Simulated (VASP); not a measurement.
# CdTe (scan.b) (F-43m) in VASP: single point with r2SCAN

Aim: the single point of CdTe (scan.b) with r2SCAN.

All numbers are computed with VASP 6.6.1; they aren't measurements. Logs are shortened: lines on timing, memory, paths and dates and some standing lists are left out, and cuts for length are marked.

**Experimental background.**

From a printed reference work, data compilation, for a bulk crystal of CdTe at 0 K: band gap 1.607 eV.

The runs below are set against these values where they give the same quantity.

## 1. The cell of the first run

Symmetry: F-43m, No. 216, cubic system. The conventional cell has a = 6.558 Å, b = 6.558 Å, c = 6.558 Å, α = 90.00°, β = 90.00°, γ = 90.00°. Within 3.7 Å of Cd (site symmetry -43m) lie 4 Te at 2.84 Å. Te (site symmetry -43m) has 4 Cd at 2.84 Å within 3.7 Å.

## 2. Single point, r2SCAN

POSCAR

```
CdTe
1.0
    0.0000000000      3.2787795806      3.2787795806
    3.2787795806      0.0000000000      3.2787795806
    3.2787795806      3.2787795806      0.0000000000
Cd Te
1 1
Direct
    0.0000000000      0.0000000000      0.0000000000
    0.2500000000      0.2500000000      0.2500000000
```

INCAR.step1

```
  PREC = Accurate
  ENCUT = 550
  ISMEAR = 0
  SIGMA = 0.02
  LREAL = F
  LASPH = T
  NELM = 120
  NBANDS = 16
  GGA = PE
  ALGO = Normal
  EDIFF = 1E-5
  LWAVE = T
  LCHARG = F
  GGA_COMPAT = F
```

INCAR.step2

```
  PREC = Accurate
  ENCUT = 550
  EDIFF = 1E-6
  ISMEAR = 0
  SIGMA = 0.02
  LREAL = F
  LASPH = T
  NELM = 120
  ALGO = Normal
  ISIF = 2
  LWAVE = F
  LCHARG = F
  METAGGA = R2SCAN
  LMIXTAU = T
  NBANDS = 16
  ISTART = 1
  GGA_COMPAT = F
```

KPOINTS

```
regular mesh
0
Gamma
  8 8 8
```

Potentials or basis: VASP PAW PBE potentials, release 64 (Cd, Te).

On the command line:

```console
$ cat potpaw_PBE.64/Cd/POTCAR potpaw_PBE.64/Te/POTCAR > POTCAR
$ cp INCAR.step1 INCAR
$ mpirun -np 1 vasp_std > vasp.out
$ cp INCAR.step2 INCAR
$ mpirun -np 1 vasp_std > vasp.out
```

OUTCAR:

```text
PREC = Accurate
   ENCUT = 550
   EDIFF = 1E-6
   ISMEAR = 0
   LREAL = F
   LASPH = T
   NELM = 120
   ISIF = 2
   METAGGA = R2SCAN
   ISTART = 1

 ion  position               nearest neighbor table
   1  0.000  0.000  0.000-   2 2.84   2 2.84   2 2.84   2 2.84
   2  0.250  0.250  0.250-   1 2.84   1 2.84   1 2.84   1 2.84

  LATTYP: Found a face centered cubic cell.
 ALAT       =     6.5575591612

  Lattice vectors:

 A1 = (   0.0000000000,   3.2787795806,   3.2787795806)
 A2 = (   3.2787795806,   0.0000000000,   3.2787795806)
 A3 = (   3.2787795806,   3.2787795806,   0.0000000000)

Analysis of symmetry for initial positions (statically):
=====================================================================
 Subroutine PRICEL returns:
 Original cell was already a primitive cell.

 Routine SETGRP: Setting up the symmetry group for a
 face centered cubic supercell.

 Subroutine GETGRP returns: Found 24 space group operations
 (whereof 24 operations were pure point group operations)
 out of a pool of 48 trial point group operations.

The static configuration has the point symmetry T_d .

Analysis of symmetry for dynamics (positions and initial velocities):
=====================================================================
 Subroutine PRICEL returns:
 Original cell was already a primitive cell.

 Routine SETGRP: Setting up the symmetry group for a
 face centered cubic supercell.

 Subroutine GETGRP returns: Found 24 space group operations
 (whereof 24 operations were pure point group operations)
 out of a pool of 48 trial point group operations.

The dynamic configuration has the point symmetry T_d .

 Subroutine INISYM returns: Found 24 space group operations
 (whereof 24 operations are pure point group operations),
 and found     1 'primitive' translations

----------------------------------------------------------------------------------------

                                     Primitive cell

  volume of cell :      70.4964

  direct lattice vectors                    reciprocal lattice vectors
     0.000000000  3.278779581  3.278779581    -0.152495765  0.152495765  0.152495765
     3.278779581  0.000000000  3.278779581     0.152495765 -0.152495765  0.152495765
     3.278779581  3.278779581  0.000000000     0.152495765  0.152495765 -0.152495765

  length of vectors
     4.636894551  4.636894551  4.636894551     0.264130413  0.264130413  0.264130413
[... 73 lines left out ...]
   ISTART =      1    job   : 0-new  1-cont  2-samecut
   ICHARG =      0    charge: 1-file 2-atom 10-const
   ISPIN  =      1    spin polarized calculation?
   LNONCOLLINEAR =      F non collinear calculations
   LSORBIT =      F    spin-orbit coupling
   LASPH  =      T    aspherical Exc in radial PAW
   ENCUT  =  550.0 eV  40.42 Ry    6.36 a.u.   8.87  8.87  8.87*2*pi/ulx,y,z
   NELM   =    120;   NELMIN=  2; NELMDL=  0     # of ELM steps
   EDIFF  = 0.1E-05   stopping-criterion for ELM
   LREAL  =      F    real-space projection
   EDIFFG = 0.1E-04   stopping-criterion for IOM
   NSW    =      0    number of steps for IOM
   IBRION =     -1    ionic relax: 0-MD 1-quasi-New 2-CG
   NFREE  =      0    steps in history (QN), initial steepest desc. (CG)
   ISIF   =      2    stress and relaxation
   ISYM   =      2    0-nonsym 1-usesym 2-fastsym
   POTIM  = 0.5000    time-step for ionic-motion
   TEBEG  =    0.0;   TEEND  =   0.0 temperature during run
   PSTRESS=    0.0 pullay stress
   NELECT =      18.0000    total number of electrons
   NUPDOWN=      -1.0000    fix difference up-down
   EMIN   =  10.00;   EMAX   =-10.00  energy-range for DOS
   EFERMI =   0.00;   METHOD = LEGACY
   ISMEAR =     0;   SIGMA  =   0.02  broadening in eV -4-tet -1-fermi 0-gaus
   EFERMI_NEDOS =   21; number of points for ismear=-14 and -15
   IALGO  =     38    algorithm
   IMIX   =      4    mixing-type and parameters
     AMIX     =   0.40;   BMIX     =  1.00
     AMIX_MAG =   1.60;   BMIX_MAG =  1.00
  volume/ion in A,a.u.               =      35.25       237.87
  Fermi-wavevector in a.u.,A,eV,Ry     =   1.038588  1.962647 14.676139  1.078666
  Thomas-Fermi vector in A             =   2.173080
   LORBIT       =      0    0 simple, 1 ext, 2 COOP (PROOUT), +10 PAW based schemes
   METAGGA = R2SCAN    functional components
   LHFCALC =     F    Hartree Fock is set to
   AEXX    =    0.0000 exact exchange contribution
   IVDW    =     0    specifies the selected vdW correction
   LEPSILON=     F    determine dielectric tensor
   LRPA    =     F    only Hartree local field effects (RPA)
 non-spin polarized calculation
 Gauss-broadening in eV      SIGMA  =   0.02
  energy-cutoff  :      550.00
  volume of cell :       70.50
 maximum number of plane-waves:      2085
   NGX = 17   NGY = 17   NGZ = 17

 number of electron      18.0000005 magnetization

 Free energy of the ion-electron system (eV)
  ---------------------------------------------------
  ext. energy  EPLUGINS =         0.00000000
  ---------------------------------------------------
  free energy    TOTEN  =       -46.64529623 eV

  energy without entropy =      -46.64529623  energy(sigma->0) =      -46.64529623

 E-fermi :   1.9283     XC(G=0):  -8.9413

 val. band max:        1.7843548938   @ k =   0.0000   0.0000   0.0000
 cond. band min:       2.9426591721   @ k =   0.0000   0.0000   0.0000
 fundamental gap:      1.1583042783
 Fermi energy:         1.9283077879

 k-point     1 :       0.0000    0.0000    0.0000
  band No.  band energies     occupation
      1      -9.5400      2.00000
      2      -6.6621      2.00000
      3      -6.6621      2.00000
      4      -6.6621      2.00000
      5      -6.4046      2.00000
      6      -6.4046      2.00000
[... 433 lines left out ...]
      3      -6.5646      2.00000
      4      -6.4184      2.00000
      5      -6.3990      2.00000
      6      -5.9661      2.00000
[... 8 lines left out ...]
     15      12.3502      0.00000
     16      12.9197      0.00000

 [... further k-points ...]
[... 5 lines left out ...]
  --------------------------------------------------------------------------------------
  -------------------------------------------------------------------------------------
  Total        0.0429681      0.0429681      0.0429681      0.0000000      0.0000000      0.0000000
  in kB        0.9765390      0.9765390      0.9765390      0.0000000      0.0000000      0.0000000
  external PRESSURE =       0.9765390 kB  Pullay stress =       0.0000000 kB

 VOLUME and BASIS-vectors are now :
 -----------------------------------------------------------------------------
  energy-cutoff  :      550.00
  volume of cell :       70.50
      direct lattice vectors                 reciprocal lattice vectors
     0.000000000  3.278779581  3.278779581    -0.152495765  0.152495765  0.152495765
     3.278779581  0.000000000  3.278779581     0.152495765 -0.152495765  0.152495765
     3.278779581  3.278779581  0.000000000     0.152495765  0.152495765 -0.152495765

 POSITION                                       TOTAL-FORCE (eV/Angst)
 -----------------------------------------------------------------------------------
      0.00000      0.00000      0.00000         0.000000      0.000000      0.000000
      1.63939      1.63939      1.63939        -0.000000     -0.000000     -0.000000
 -----------------------------------------------------------------------------------
    total drift:                                0.000000      0.000000      0.000000

  FREE ENERGIE OF THE ION-ELECTRON SYSTEM (eV)
  ---------------------------------------------------
  free  energy   TOTEN  =       -46.6452962328 eV

  energy  without entropy=      -46.6452962328  energy(sigma->0) =      -46.64529623
```

OUTCAR.step1:

```text
PREC = Accurate
   ENCUT = 550
   ISMEAR = 0
   LREAL = F
   LASPH = T
[... 676 lines left out ...]
 -----------------------------------------------------------------------------------
      0.00000      0.00000      0.00000        -0.000000     -0.000000     -0.000000
      1.63939      1.63939      1.63939         0.000000      0.000000      0.000000
 -----------------------------------------------------------------------------------
    total drift:                                0.000000      0.000000      0.000000

  FREE ENERGIE OF THE ION-ELECTRON SYSTEM (eV)
  ---------------------------------------------------
  free  energy   TOTEN  =        -4.8042504325 eV

  energy  without entropy=       -4.8042504325  energy(sigma->0) =       -4.80425043
```

OSZICAR.step1:

```text
N       E                     dE             d eps       ncg     rms          rms(c)
DAV:   1     0.102176157795E+03    0.10218E+03   -0.85250E+03   936   0.102E+03
DAV:   2    -0.130246574897E+01   -0.10348E+03   -0.98387E+02  1104   0.238E+02
DAV:   3    -0.500050525945E+01   -0.36980E+01   -0.36929E+01  1104   0.467E+01
DAV:   4    -0.503581816770E+01   -0.35313E-01   -0.35311E-01  1424   0.395E+00
DAV:   5    -0.503595611197E+01   -0.13794E-03   -0.13794E-03  1176   0.202E-01    0.522E+00
DAV:   6    -0.481800351013E+01    0.21795E+00   -0.37467E-01  1112   0.713E+00    0.432E+00
DAV:   7    -0.480288499398E+01    0.15119E-01   -0.10454E-01  1104   0.207E+00    0.168E+00
DAV:   8    -0.480381978244E+01   -0.93479E-03   -0.10198E-02  1056   0.114E+00    0.454E-01
DAV:   9    -0.480415624862E+01   -0.33647E-03   -0.97146E-04  1096   0.320E-01    0.100E-01
DAV:  10    -0.480421043290E+01   -0.54184E-04   -0.10937E-04  1192   0.102E-01    0.551E-02
DAV:  11    -0.480425136256E+01   -0.40930E-04   -0.82016E-05  1040   0.562E-02    0.379E-02
DAV:  12    -0.480425043250E+01    0.93007E-06   -0.30451E-06   896   0.138E-02
   1 F= -.48042504E+01 E0= -.48042504E+01  d E =-.495373E-17
```

Wall time 3.4 min (1 thread of Intel Xeon 8259CL, shared host); peak memory 0.23 GiB.

Results:

| Property | Result |
| --- | --- |
| Free energy | -46.6453 eV |
| Pressure | 0.1 GPa |
| Band gap on the k mesh | 1.16 eV, direct |

Caveat: the PAW data sets were made with another functional, which shifts forces and pressure a little; spin-orbit coupling is left out, which moves the levels of the heavy elements.

## 3. Against experiment

Step 2. Measured gap of CdTe: 1.607 eV (0 K; a printed reference work, data compilation). This calculation gives 1.16 eV (-0.45 eV). Spin-orbit coupling on Cd, Te is left out. The value is that of r2SCAN, without temperature or zero-point motion.
